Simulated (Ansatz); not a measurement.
## GaP in Ansatz: convergence with k mesh

Input of the first run (k mesh 2 × 2 × 2); the others differ in this setting and in those tied to it:

File input.yaml:

```yaml
crystal:
  lattice:
    - [0.0, 2.72525, 2.72525]
    - [2.72525, 0.0, 2.72525]
    - [2.72525, 2.72525, 0.0]
  atoms:
    - { symbol: Ga, position: [0.0, 0.0, 0.0] }
    - { symbol: P, position: [0.75, 0.75, 0.75] }
kpoints:
  mp_grid: { grid: [2, 2, 2] }
scf:
  occupations: { method: fermi_dirac, width: 0.05 }
hamiltonian:
  xc: lda
  pseudopotentials: { kind: all_electron, lapw: { basis_error: 0.001 } }
output:
  forces: true
  stress: true
  eigenvalues: true
```

Potentials or basis: all-electron LAPW, scalar-relativistic.

Run with:

```bash
$ ansatz run input.yaml --threads 1 --pin off --max-ram 3072MiB --backend cpu --events-out ev --progress --plain --runs-dir out
```

Hardware: 1 thread of Arm Neoverse V1, on a shared host.

| k mesh | energy less the tightest run, at zero smearing (meV/atom) | pressure (GPa) | gap on the mesh (eV) | SCF cycles | CPU time (s) | peak memory (GiB) |
| --- | --- | --- | --- | --- | --- | --- |
| 2 × 2 × 2 | 1166.51 | 3.93 | 1.199 | 7 | 1.5 | 0.21 |
| 3 × 3 × 3 | 267.80 | -1.25 | 1.517 | 7 | 2.2 | 0.21 |
| 4 × 4 × 4 | 77.30 | -2.34 | 1.459 | 7 | 3.5 | 0.22 |
| 5 × 5 × 5 | 25.38 | -2.63 | 1.438 | 7 | 4.1 | 0.22 |
| 6 × 6 × 6 | 9.13 | -2.71 | 1.492 | 7 | 5.9 | 0.23 |
| 8 × 8 × 8 | 1.41 | -2.73 | 1.491 | 7 | 10 | 0.25 |
| 10 × 10 × 10 | 0.22 | -2.72 | 1.454 | 7 | 15 | 0.28 |
| 12 × 12 × 12 | 0.00 | -2.72 | 1.442 | 7 | 23 | 0.32 |

Against the tightest run, the energy stays within 1 meV/atom from 10 × 10 × 10 on; the pressure stays within 0.1 GPa from 5 × 5 × 5 on. Not settled before the last step: the gap on the mesh (to 0.01 eV). Meshes of other sizes hit other points, so gaps and Fermi surfaces needn't settle smoothly. The tightest run that finished is the yardstick and may itself not be fully converged.
